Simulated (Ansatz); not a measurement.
**Zone-centre phonons of ZrS$_{2}$ at 20 GPa: input and output**

All numbers below come from DFT PBEsol, scalar-relativistic, plane waves, PAW (Ansatz 0.2.0).

Launched with:
```bash
ansatz run input.yaml --threads 1 --pin off --max-ram 3072MiB --backend cpu --events-out ev --progress --plain --runs-dir out
```

Input (bare energies are in eV):
```yaml
crystal:
  lattice:
    - [3.3626581251, 0.0, 0.0]
    - [-1.6813290626, 2.9121473606, 0.0]
    - [0.0, 0.0, 5.1576063184]
  atoms:
    - { symbol: Zr, position: [0.0, 0.0, 0.0] }
    - { symbol: S, position: [0.3333333333, 0.6666666667, 0.2953670635] }
    - { symbol: S, position: [0.6666666667, 0.3333333333, 0.7046329365] }
basis:
  ecutwfc: 420
kpoints:
  mp_grid: { grid: [12, 12, 8] }
hamiltonian:
  xc: pbesol
scf:
  occupations: { method: fermi_dirac, width: 0.15 }
output:
  eigenvalues: true
phonons:
  method: dfpt
  eigenvectors: true
```

The end of the output:
```
--- Phonons (Γ-DFPT): 4 representative perturbations + reference, on 320 of 1152 k-points (Σ response iterations 12) ---
  k mesh reduced under 2 symmetry operations, with k and −k counted as one. Each operation leaves every solved perturbation unchanged. A smaller set is not used because it would not reduce the number of displacements ...
  ASR residual: 3.528e-4 → 0.000e0 eV/Å²; symmetrization residual: 2.288e-6 eV/Å²
  ASR residual per site (eV/Å²): 3.53e-4 4.64e-5 4.64e-5
  Γ frequencies (cm⁻¹): 0.00 0.00 0.00 216.02 216.02 268.91 268.91 394.18 397.28
  non-analytic LO–TO correction: not included (Born effective charges unavailable; polar crystals: no LO–TO splitting at Γ)
```

It took 30 s on 1 thread of AMD EPYC 9R45 96-Core Processor (Zen 5) (shared host), peak memory 1.2 GiB.

In a metal, frequencies and elastic constants depend on the k mesh and the smearing, soft modes and shear constants most. Other phases may be more stable at this pressure. A semilocal functional can close a gap that the real compound has.